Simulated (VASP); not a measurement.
# InP (F-43m) in VASP: notebook, part 2 of 2

VASP 6.6.1. The steps go on from the part before.

## Step 3: EvGW0 quasiparticle levels, PBE

File POSCAR:

```
InP
1.0
    0.0000000000      2.9305000000      2.9305000000
    2.9305000000      0.0000000000      2.9305000000
    2.9305000000      2.9305000000      0.0000000000
In P
1 1
Direct
    0.0000000000      0.0000000000      0.0000000000
    0.7500000000      0.7500000000      0.7500000000
```

File INCAR.step1:

```
ALGO = Normal ; EDIFF = 1E-8
ENCUT = 500 ; GGA = PE
ISMEAR = 0 ; KPAR = 4
LASPH = True ; LCHARG = False
LREAL = False ; LWAVE = True
NELM = 100 ; PREC = Accurate
SIGMA = 0.01
```

File INCAR.step2:

```
ALGO = Exact ; EDIFF = 1E-8
ENCUT = 500 ; GGA = PE
ISMEAR = 0 ; ISTART = 1
KPAR = 4 ; LASPH = True
LCHARG = False ; LOPTICS = True
LREAL = False ; LWAVE = True
NBANDS = 219 ; NELM = 1
PREC = Accurate ; SIGMA = 0.01
```

File INCAR.step3:

```
ALGO = EVGW0 ; EDIFF = 1E-8
ENCUT = 500 ; ENCUTGW = 150
GGA = PE ; ISMEAR = 0
ISTART = 1 ; KPAR = 4
LASPH = True ; LCHARG = False
LREAL = False ; LWAVE = False
NBANDS = 219 ; NBANDSGW = 17
NELMGW = 4 ; NOMEGA = 50
PREC = Accurate ; PRECFOCK = Fast
SIGMA = 0.01
```

File KPOINTS:

```
k-points
0
Gamma
  4 4 4
```

Potentials or basis: VASP PAW PBE potentials, release 64 (In_d_GW, P_GW).

The run is started by

```sh
cat potpaw_PBE.64/In_d_GW/POTCAR potpaw_PBE.64/P_GW/POTCAR > POTCAR
cp INCAR.step1 INCAR
mpirun -np 4 vasp_std > vasp.out
cp INCAR.step2 INCAR
mpirun -np 4 vasp_std > vasp.out
cp INCAR.step3 INCAR
mpirun -np 4 vasp_std > vasp.out
```

OUTCAR:

```text
EDIFF = 1E-8
   ENCUT = 500
   ENCUTGW = 150
   GGA = PE
   ISMEAR = 0
   ISTART = 1
   LASPH = True
   LREAL = False
   NELMGW = 4
   PREC = Accurate
   PRECFOCK = Fast

 ion  position               nearest neighbor table
   1  0.000  0.000  0.000-   2 2.54   2 2.54   2 2.54   2 2.54
   2  0.750  0.750  0.750-   1 2.54   1 2.54   1 2.54   1 2.54

  LATTYP: Found a face centered cubic cell.
 ALAT       =     5.8610000000

  Lattice vectors:

 A1 = (   0.0000000000,   2.9305000000,   2.9305000000)
 A2 = (   2.9305000000,   0.0000000000,   2.9305000000)
 A3 = (   2.9305000000,   2.9305000000,   0.0000000000)

Analysis of symmetry for initial positions (statically):
=====================================================================
 Subroutine PRICEL returns:
 Original cell was already a primitive cell.

 Routine SETGRP: Setting up the symmetry group for a
 face centered cubic supercell.

 Subroutine GETGRP returns: Found 24 space group operations
 (whereof 24 operations were pure point group operations)
 out of a pool of 48 trial point group operations.

The static configuration has the point symmetry T_d .

Analysis of symmetry for dynamics (positions and initial velocities):
=====================================================================
 Subroutine PRICEL returns:
 Original cell was already a primitive cell.

 Routine SETGRP: Setting up the symmetry group for a
 face centered cubic supercell.

 Subroutine GETGRP returns: Found 24 space group operations
 (whereof 24 operations were pure point group operations)
 out of a pool of 48 trial point group operations.

The dynamic configuration has the point symmetry T_d .

 Subroutine INISYM returns: Found 24 space group operations
 (whereof 24 operations are pure point group operations),
 and found     1 'primitive' translations

----------------------------------------------------------------------------------------

                                     Primitive cell

  volume of cell :      50.3333

  direct lattice vectors                    reciprocal lattice vectors
     0.000000000  2.930500000  2.930500000    -0.170619348  0.170619348  0.170619348
     2.930500000  0.000000000  2.930500000     0.170619348 -0.170619348  0.170619348
     2.930500000  2.930500000  0.000000000     0.170619348  0.170619348 -0.170619348

  length of vectors
     4.144352845  4.144352845  4.144352845     0.295521380  0.295521380  0.295521380

  position of ions in fractional coordinates (direct lattice)
     0.000000000  0.000000000  0.000000000
     0.750000000  0.750000000  0.750000000

  ion indices of the primitive-cell ions
   primitive index   ion index
                 1           1
                 2           2

----------------------------------------------------------------------------------------

 KPOINTS: k-points

Automatic generation of k-mesh.
 Grid dimensions read from file:
 generate k-points for:    4    4    4

 Generating k-lattice:

  Cartesian coordinates                     Fractional coordinates (reciprocal lattice)
    -0.042654837  0.042654837  0.042654837     0.250000000  0.000000000  0.000000000
     0.042654837 -0.042654837  0.042654837     0.000000000  0.250000000  0.000000000
     0.042654837  0.042654837 -0.042654837     0.000000000  0.000000000  0.250000000

  Length of vectors
     0.073880345  0.073880345  0.073880345

  Shift w.r.t. Gamma in fractional coordinates (k-lattice)
     0.000000000  0.000000000  0.000000000

 Subroutine IBZKPT returns following result:
 ===========================================

 Found      8 irreducible k-points:

 Following reciprocal coordinates:
            Coordinates               Weight
  0.000000  0.000000  0.000000      1.000000
  0.250000  0.000000  0.000000      8.000000
  0.500000  0.000000  0.000000      4.000000
  0.250000  0.250000  0.000000      6.000000
  0.500000  0.250000  0.000000     24.000000
 -0.250000  0.250000  0.000000     12.000000
  0.500000  0.500000  0.000000      3.000000
 -0.250000  0.500000  0.250000      6.000000
   k-points           NKPTS =      8   k-points in BZ     NKDIM =     64   number of bands    NBANDS=    219
   number of dos      NEDOS =    301   number of ions     NIONS =      2
   total plane-waves  NPLWV =  27000
   dimension x,y,z NGX =    30 NGY =   30 NGZ =   30
   dimension x,y,z NGXF=    60 NGYF=   60 NGZF=   60
   ions per type =               1   1
   NGX,Y,Z   is equivalent  to a cutoff of  12.03, 12.03, 12.03 a.u.
   NGXF,Y,Z  is equivalent  to a cutoff of  24.07, 24.07, 24.07 a.u.
 SYSTEM =  unknown system
   PREC   = accura    normal or accurate (medium, high low for compatibility)
   ISTART =      1    job   : 0-new  1-cont  2-samecut
   ICHARG =      0    charge: 1-file 2-atom 10-const
   ISPIN  =      1    spin polarized calculation?
   LNONCOLLINEAR =      F non collinear calculations
   LSORBIT =      F    spin-orbit coupling
   LASPH  =      T    aspherical Exc in radial PAW
   ENCUT  =  500.0 eV  36.75 Ry    6.06 a.u.   7.56  7.56  7.56*2*pi/ulx,y,z
   NELM   =     60;   NELMIN=  2; NELMDL=  0     # of ELM steps
   EDIFF  = 0.1E-07   stopping-criterion for ELM
   LREAL  =      F    real-space projection
   EDIFFG = 0.1E-06   stopping-criterion for IOM
   NSW    =      0    number of steps for IOM
   IBRION =     -1    ionic relax: 0-MD 1-quasi-New 2-CG
   NFREE  =      0    steps in history (QN), initial steepest desc. (CG)
   ISIF   =      0    stress and relaxation
   ISYM   =      3    0-nonsym 1-usesym 2-fastsym
   POTIM  = 0.5000    time-step for ionic-motion
   TEBEG  =    0.0;   TEEND  =   0.0 temperature during run
   PSTRESS=    0.0 pullay stress
   NELECT =      18.0000    total number of electrons
   NUPDOWN=      -1.0000    fix difference up-down
   EMIN   =  10.00;   EMAX   =-10.00  energy-range for DOS
   EFERMI =   0.00;   METHOD = LEGACY
   ISMEAR =     0;   SIGMA  =   0.01  broadening in eV -4-tet -1-fermi 0-gaus
   EFERMI_NEDOS =   21; number of points for ismear=-14 and -15
   IALGO  =     38    algorithm
   IMIX   =      4    mixing-type and parameters
     AMIX     =   0.40;   BMIX     =  1.00
     AMIX_MAG =   1.60;   BMIX_MAG =  1.00
  volume/ion in A,a.u.               =      25.17       169.83
  Fermi-wavevector in a.u.,A,eV,Ry     =   1.162021  2.195901 18.371846  1.350293
  Thomas-Fermi vector in A             =   2.298587
   LORBIT       =      0    0 simple, 1 ext, 2 COOP (PROOUT), +10 PAW based schemes
   GGA     = PE    functional components
   LHFCALC =     T    Hartree Fock is set to
   PRECFOCK=fast      Normal, Fast or Accurate (Low or Medium for compatibility)
   ENCUT4O =  -1.0   cutoff for four orbital integrals eV
   NKREDX  =     1    reduce k-point grid by
   NKREDY  =     1    reduce k-point grid by
   NKREDZ  =     1    reduce k-point grid by
   AEXX    =    1.0000 exact exchange contribution
   HFSCREEN=    0.0000 screening length (either q_TF or 0.3 A-1)
   HFSCREENC=   0.0000 screening length for correlation (either q_TF or 0.3 A-1)
   ENCUTFOCK=  -1.0 apply spherical cutoff to Coloumb kernel
   IVDW    =     0    specifies the selected vdW correction
   LEPSILON=     F    determine dielectric tensor
   LRPA    =     F    only Hartree local field effects (RPA)
   LRPAFORCE           =     F    calculate RPA forces
   ENCUTGW             = 150.0    cutoff for response function in eV
   ENCUTGWSOFT         = 120.0    soft cutoff for Coulomb kernel in GW response function in eV
   ENCUTLF             =  -1.0    cutoff for local field effects
   NELMGW              =     4    number of iterations in solving QP/BSE equation
   NELMHF              =     1    number of iterations in the inner HF iteration
   NKREDLFX            =     1    NKREDLFY  =   1   NKREDLFZ  =   1
 non-spin polarized calculation
 Gauss-broadening in eV      SIGMA  =   0.01
  energy-cutoff  :      500.00
  volume of cell :       50.33
 maximum number of plane-waves:      1298
  NGX = 18; NGY = 18; NGZ = 18
   NGX = 15   NGY = 15   NGZ = 15
 maximum number of plane-waves:       222
 NGX is ok and might be reduce to    18

 QP shifts <psi_nk| G(iteration)W_0 |psi_nk>: iteration 1
 for sc-GW calculations column KS-energies equals QP-energies in previous step
 and V_xc(KS)=  KS-energies - (<T + V_ion + V_H > + <T+V_H+V_ion>^1  + <V_x>^1)

 k-point   1 :       0.0000    0.0000    0.0000
  band No.  KS-energies  QP-energies   sigma(KS)   V_xc(KS)     V^pw_x(r,r')   Z            occupation Imag(sigma)

      1     -10.2918     -12.4782     -19.7264     -16.5962     -25.3287       0.6985       2.0000      -0.2936
      2     -10.2918     -12.4782     -19.7264     -16.5962     -25.3287       0.6985       2.0000      -0.2936
      3     -10.2918     -12.4782     -19.7264     -16.5962     -25.3287       0.6985       2.0000      -0.2936
      4     -10.1424     -12.3631     -19.8601     -16.6842     -25.3525       0.6992       2.0000      -0.3816
      5     -10.1424     -12.3631     -19.8601     -16.6842     -25.3525       0.6992       2.0000      -0.3816
      6      -7.5659      -8.0178     -12.0415     -11.2996     -18.2668       0.6091       2.0000       0.7226
[... 9 lines left out ...]
     16      13.3506      13.4627     -10.0751     -10.2281      -4.5898       0.7323       0.0000      -0.2901
     17      15.1244      14.8626      -7.9473      -7.5959      -2.2688       0.7451       0.0000      -0.4597
[... 640 lines left out ...]
      1     -13.2412     -13.2914     -19.2154       5.9013     -25.0749       0.6884       2.0000      -0.2723
      2     -13.2311     -13.2819     -19.7297       6.4260     -25.3787       0.6997       2.0000      -0.4362
      3     -13.2036     -13.2549     -19.7606       6.4840     -25.3967       0.7025       2.0000      -0.4388
      4     -13.1913     -13.2439     -19.7710       6.5043     -25.3431       0.6980       2.0000      -0.5231
      5     -13.1677     -13.2206     -19.8115       6.5682     -25.3687       0.6996       2.0000      -0.5344
      6      -5.8557      -5.8719     -13.3475       7.4677     -18.7294       0.6688       2.0000       0.5168
[... 9 lines left out ...]
     16      16.1083      16.1069     -10.4326      26.5390      -4.0211       0.7270       0.0000      -0.5545
     17      15.8501      15.8486      -9.4954      25.3435      -3.4187       0.7364       0.0000      -0.5213
```

It took 7.5 min on 4 MPI ranks of Intel Xeon Platinum 8488C (Sapphire Rapids), shared host; peak memory 0.53 GiB.

Results:

* Band gap on the k mesh, mean-field level: 0.70 eV, direct
* Quasiparticle gap: 1.33 eV
* Least direct quasiparticle gap: 1.33 eV

Quasiparticle gap after each update of the energies (eV): 1.23, 1.31, 1.33, 1.33

Caveat: the k mesh is coarse (spacing up to 0.46 Å⁻¹), so the values aren't converged; bands, screening cutoff and mesh are small and nothing is extrapolated, so the quasiparticle values aren't converged; spin-orbit coupling is left out, which moves the levels of the heavy elements.

## Step 4: Band structure, PBE

POSCAR is that of step 3.

File INCAR.step1:

```
SYSTEM = InP
PREC = Accurate ; ENCUT = 500
EDIFF = 1E-6 ; ISMEAR = -1
SIGMA = 0.05 ; LREAL = .FALSE.
LASPH = .TRUE. ; NELM = 60
ALGO = Fast ; ISIF = 2
LWAVE = .FALSE. ; LCHARG = .TRUE.
GGA = PE
```

File KPOINTS.step1:

```
Automatic mesh
0
G
  8 8 8
  0 0 0
```

File INCAR.step2:

```
SYSTEM = InP
PREC = Accurate ; ENCUT = 500
EDIFF = 1E-6 ; ISMEAR = 0
SIGMA = 0.05 ; LREAL = .FALSE.
LASPH = .TRUE. ; NELM = 60
ALGO = Fast ; ISIF = 2
LWAVE = .FALSE. ; LCHARG = .FALSE.
GGA = PE ; ICHARG = 11
```

File KPOINTS.step2:

```
path GXWKGLUWLK,UX
10
line-mode
reciprocal
 0.0000000000  0.0000000000  0.0000000000  G
 0.5000000000  0.0000000000  0.5000000000  X

 0.5000000000  0.0000000000  0.5000000000  X
 0.5000000000  0.2500000000  0.7500000000  W

 0.5000000000  0.2500000000  0.7500000000  W
 0.3750000000  0.3750000000  0.7500000000  K

 0.3750000000  0.3750000000  0.7500000000  K
 0.0000000000  0.0000000000  0.0000000000  G

 0.0000000000  0.0000000000  0.0000000000  G
 0.5000000000  0.5000000000  0.5000000000  L

 0.5000000000  0.5000000000  0.5000000000  L
 0.6250000000  0.2500000000  0.6250000000  U

 0.6250000000  0.2500000000  0.6250000000  U
 0.5000000000  0.2500000000  0.7500000000  W

 0.5000000000  0.2500000000  0.7500000000  W
 0.5000000000  0.5000000000  0.5000000000  L

 0.5000000000  0.5000000000  0.5000000000  L
 0.3750000000  0.3750000000  0.7500000000  K

 0.6250000000  0.2500000000  0.6250000000  U
 0.5000000000  0.0000000000  0.5000000000  X
```

Potentials or basis: VASP PAW PBE potentials, release 64 (In, P).

The run is started by

```sh
cat potpaw_PBE.64/In/POTCAR potpaw_PBE.64/P/POTCAR > POTCAR
cp INCAR.step1 INCAR
cp KPOINTS.step1 KPOINTS
mpirun -np 1 vasp_std > vasp.out
cp INCAR.step2 INCAR
cp KPOINTS.step2 KPOINTS
mpirun -np 1 vasp_std > vasp.out
```

It took 15 s on 1 thread of Intel Xeon 6975P-C (Granite Rapids), shared host; peak memory 0.19 GiB.

Results (log left out):

* Band gap on the k mesh: 0.77 eV, direct
* Band gap along the path: 0.77 eV, direct

Levels at the corners of the path, in eV from the valence-band top:
```tsv
point	band 1	band 2	band 3	band 4	band 5	band 6	band 7	band 8
Γ	-11.49	0.00	0.00	0.00	0.77	4.14	4.14	4.14
X	-9.34	-5.71	-2.31	-2.31	1.79	2.32	9.23	9.64
X	-9.34	-5.71	-2.31	-2.31	1.79	2.32	9.23	9.64
W	-9.29	-5.54	-2.96	-2.89	4.31	4.43	5.61	6.23
W	-9.29	-5.54	-2.96	-2.89	4.31	4.43	5.61	6.23
K	-9.37	-5.55	-3.30	-1.93	2.40	4.43	7.54	7.55
K	-9.37	-5.55	-3.30	-1.93	2.40	4.43	7.54	7.55
Γ	-11.49	0.00	0.00	0.00	0.77	4.14	4.14	4.14
Γ	-11.49	0.00	0.00	0.00	0.77	4.14	4.14	4.14
L	-9.97	-5.69	-0.97	-0.97	1.56	4.85	4.85	7.11
L	-9.97	-5.69	-0.97	-0.97	1.56	4.85	4.85	7.11
U	-9.37	-5.55	-3.30	-1.93	2.40	4.43	7.54	7.55
U	-9.37	-5.55	-3.30	-1.93	2.40	4.43	7.54	7.55
W	-9.29	-5.54	-2.96	-2.89	4.31	4.43	5.61	6.23
W	-9.29	-5.54	-2.96	-2.89	4.31	4.43	5.62	6.23
L	-9.97	-5.69	-0.97	-0.97	1.56	4.85	4.85	7.11
L	-9.97	-5.69	-0.97	-0.97	1.56	4.85	4.85	7.11
K	-9.37	-5.55	-3.30	-1.93	2.40	4.43	7.54	7.55
U	-9.37	-5.55	-3.30	-1.93	2.40	4.43	7.54	7.55
X	-9.34	-5.71	-2.31	-2.31	1.79	2.32	9.23	9.64
```

Caveat: the log is that of the step along the path at fixed density, whose energy, stress, charges and moments have no meaning; spin-orbit coupling is left out, which moves the levels of the heavy elements.

## Step 5: Band structure, PBE

POSCAR is that of step 4.

File INCAR.step1:

```
SYSTEM = InP
PREC = Accurate
ENCUT = 520
EDIFF = 1E-7
ISMEAR = -1
SIGMA = 0.05
LREAL = .FALSE.
LASPH = .TRUE.
NELM = 100
ALGO = Fast
ISIF = 2
LWAVE = .FALSE.
LCHARG = .TRUE.
GGA = PE
```

File KPOINTS.step1:

```
regular mesh
0
G
  8 8 8
  0 0 0
```

File INCAR.step2:

```
SYSTEM = InP
PREC = Accurate
ENCUT = 520
EDIFF = 1E-7
ISMEAR = 0
SIGMA = 0.05
LREAL = .FALSE.
LASPH = .TRUE.
NELM = 100
ALGO = Fast
ISIF = 2
LWAVE = .FALSE.
LCHARG = .FALSE.
GGA = PE
ICHARG = 11
```

Edit KPOINTS.step2 of step 4 so:

```diff
@@ -1,3 +1,3 @@
 path GXWKGLUWLK,UX
-10
+15
 line-mode
```

Potentials or basis: VASP PAW PBE potentials, release 64 (In_d, P).

The run is started by

```sh
cat potpaw_PBE.64/In_d/POTCAR potpaw_PBE.64/P/POTCAR > POTCAR
cp INCAR.step1 INCAR
cp KPOINTS.step1 KPOINTS
mpirun -np 1 vasp_std > vasp.out
cp INCAR.step2 INCAR
cp KPOINTS.step2 KPOINTS
mpirun -np 1 vasp_std > vasp.out
```

Wall time 35 s (1 thread of Intel Xeon 6975P-C (Granite Rapids), shared host); peak memory 0.24 GiB.

It converged, with:

| Quantity | Value |
| --- | --- |
| Band gap on the k mesh | 0.71 eV, direct |
| Band gap along the path | 0.71 eV, direct |

Levels at the corners of the path, in eV from the valence-band top:
| point | band 7 | band 8 | band 9 | band 10 | band 11 | band 12 |
| --- | --- | --- | --- | --- | --- | --- |
| Γ | 0.00 | 0.00 | 0.00 | 0.71 | 4.09 | 4.09 |
| X | -5.75 | -2.32 | -2.32 | 1.76 | 2.27 | 9.23 |
| X | -5.75 | -2.32 | -2.32 | 1.76 | 2.27 | 9.22 |
| W | -5.60 | -2.95 | -2.91 | 4.29 | 4.38 | 5.57 |
| W | -5.60 | -2.95 | -2.91 | 4.29 | 4.38 | 5.57 |
| K | -5.60 | -3.30 | -1.94 | 2.36 | 4.39 | 7.51 |
| K | -5.60 | -3.30 | -1.94 | 2.36 | 4.39 | 7.52 |
| Γ | 0.00 | 0.00 | 0.00 | 0.71 | 4.09 | 4.09 |
| Γ | 0.00 | 0.00 | 0.00 | 0.71 | 4.09 | 4.09 |
| L | -5.73 | -0.97 | -0.97 | 1.50 | 4.81 | 4.81 |
| L | -5.73 | -0.97 | -0.97 | 1.50 | 4.81 | 4.81 |
| U | -5.60 | -3.30 | -1.94 | 2.36 | 4.39 | 7.51 |
| U | -5.60 | -3.30 | -1.94 | 2.36 | 4.39 | 7.51 |
| W | -5.60 | -2.95 | -2.91 | 4.29 | 4.38 | 5.57 |
| W | -5.60 | -2.95 | -2.91 | 4.29 | 4.38 | 5.57 |
| L | -5.73 | -0.97 | -0.97 | 1.50 | 4.81 | 4.81 |
| L | -5.73 | -0.97 | -0.97 | 1.50 | 4.81 | 4.81 |
| K | -5.60 | -3.30 | -1.94 | 2.36 | 4.39 | 7.52 |
| U | -5.60 | -3.30 | -1.94 | 2.36 | 4.39 | 7.51 |
| X | -5.75 | -2.32 | -2.32 | 1.76 | 2.27 | 9.21 |

Caveat: the log is that of the step along the path at fixed density, whose energy, stress, charges and moments have no meaning; spin-orbit coupling is left out, which moves the levels of the heavy elements.

## Step 6: For comparison

An earlier run on the cell as given: functional PBEsol; potentials or basis VASP PAW PBE potentials, release 64 (In_d, P); cutoff 520 eV; k mesh 8 × 8 × 8; occupations fermi-dirac, width 0.05 eV; no spin polarisation.

* Pressure: 0.6 GPa
* Band gap on the k mesh: 0.61 eV, direct

## Step 7: Overview

| task | level | potentials or basis | k mesh | cutoff (eV) | smearing | ladder | grid for exact exchange (PRECFOCK) | exchange at q = 0 | share of exact exchange | GW scheme | mesh quality | gap on the mesh (eV) | pressure (GPa) |
| --- | --- | --- | --- | --- | --- | --- | --- | --- | --- | --- | --- | --- | --- |
| band structure | r2SCAN-EpsX | VASP PAW PBE potentials, release 64 (In_d, P) | 6 × 6 × 6 | 520 | gaussian 0.02 eV | gaps | Fast | truncated | 0.0683 | - | not flagged | 1.49 | 1.2 |
| evGW0 quasiparticle levels | PBE | VASP PAW PBE potentials, release 64 (In_d_GW, P_GW) | 4 × 4 × 4 | 500 | gaussian 0.01 eV | gaps | - | - | - | evGW0 | coarse | - | - |
| band structure | PBE | VASP PAW PBE potentials, release 64 (In, P) | 8 × 8 × 8 | 500 | fermi-dirac 0.05 eV | - | - | - | - | - | not flagged | 0.77 | - |
| band structure | PBE | VASP PAW PBE potentials, release 64 (In_d, P) | 8 × 8 × 8 | 520 | fermi-dirac 0.05 eV | - | - | - | - | - | not flagged | 0.71 | - |
| single point | PBEsol | VASP PAW PBE potentials, release 64 (In_d, P) | 8 × 8 × 8 | 520 | fermi-dirac 0.05 eV | free | - | - | - | - | not flagged | 0.61 | 0.6 |

Alike in all rows: no spin polarisation; cell as given.

Caveats: some runs use coarse meshes; spin-orbit coupling is left out, which moves the levels of the heavy elements; the PAW data sets were made with another functional, which shifts forces and pressure a little (some runs); bands, screening cutoff and mesh are small and nothing is extrapolated, so the quasiparticle values aren't converged (some runs).

Absolute energies hang on the potentials; compare differences alone.

## Step 8: Comparison with measurements

Step 2. Measured gap of InP: 1.4236 eV (direct; 1.6 K; a printed reference work, data compilation). This calculation gives 1.49 eV (+0.07 eV). Spin-orbit coupling on In is left out. The value is that of r2SCAN-EpsX, without temperature or zero-point motion.

Step 4. A measured gap of InP is 1.4236 eV (direct; 1.6 K; a printed reference work, data compilation); the calculated 0.77 eV misses it by -0.65 eV. Spin-orbit coupling on In is left out. The value is that of PBE, without temperature or zero-point motion. Semilocal functionals fall short of measured gaps as a rule.

Step 5. Against the measured gap of InP, 1.4236 eV (direct; 1.6 K; a printed reference work, data compilation), the calculated 0.71 eV is off by -0.71 eV. Spin-orbit coupling on In is left out. The value is that of PBE, without temperature or zero-point motion. Semilocal functionals fall short of measured gaps as a rule.
